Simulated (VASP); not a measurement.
**HfSiO4 (Hafnon) under changes of volume**

One of the cells (10.948 Å³/atom); the others are scaled copies at fixed shape and fractional positions:

```xyz
12
Lattice="-3.3080 3.3080 3.0013 3.3080 -3.3080 3.0013 3.3080 3.3080 -3.0013" Properties=species:S:1:pos:R:3 pbc="T T T"
Hf    0.0000    0.0000    0.0000
Hf    0.0000    3.3080    1.5007
Si    0.0000    0.0000    3.0013
Si    3.3080    0.0000    1.5007
O     2.0874    3.3080    1.0817
O     3.3080   -1.2207    2.5824
O     1.2207    0.0000    4.0830
O     3.3080    1.2207    2.5824
O     2.0874    0.0000    0.4190
O     0.0000    1.2207    1.9197
O     4.5287    0.0000    0.4190
O     3.3080    2.0874   -1.0817
```

```yaml
Program: VASP 6.6.1
Functional: PBE
Potentials_or_basis: VASP PAW PBE potentials, release 64 (Hf_pv, Si, O)
Cutoff: 520 eV
k_mesh: 6 × 6 × 6
Occupations: fermi-dirac, width 0.05 eV
Spin: no spin polarisation
```

```tsv
volume (Å³/atom)	energy over the lowest point (meV/atom)	pressure (GPa)	gap on the mesh (eV)	largest force (eV/Å)
10.089	63.79	24.0	5.71	1.134
10.304	35.85	17.3	5.61	0.919
10.519	?	?	?	?
10.948	0.00	0.9	5.31	0.358
11.163	1.53	-3.6	5.21	0.209
11.377	8.74	-7.6	5.12	0.128
```

Problem. What does the run at 10.519 Å³/atom give?

Solution. Energy over the lowest point 16.45 meV/atom; pressure 11.3 GPa; gap on the mesh 5.51 eV; largest force 0.717 eV/Å.

Worked out: A Birch-Murnaghan fit of order 3 (a polynomial in V^(-2/3)) to the other rows has its minimum at 11.00 Å³/atom with B0 = V·E''(V) = 235 GPa and B' = 4.1 at fixed shape and positions, which overstates the stiffness. It gives 16.44 meV/atom at 10.519 Å³/atom, against the run's 16.45, and -dE/dV = 11.5 GPa, against 11.3. A straight line through the other rows of the gap, of slope -4.93 eV per unit of ln V, gives 5.51 eV, against the run's 5.51.

Energies are extrapolated to zero smearing.

Caveats: spin-orbit coupling is left out, which moves the levels of the heavy elements; forces of over 1 eV/Å show positions far from the minimum, so gaps and moduli don't describe the material at rest (some runs).

A mesh can miss the band edges.
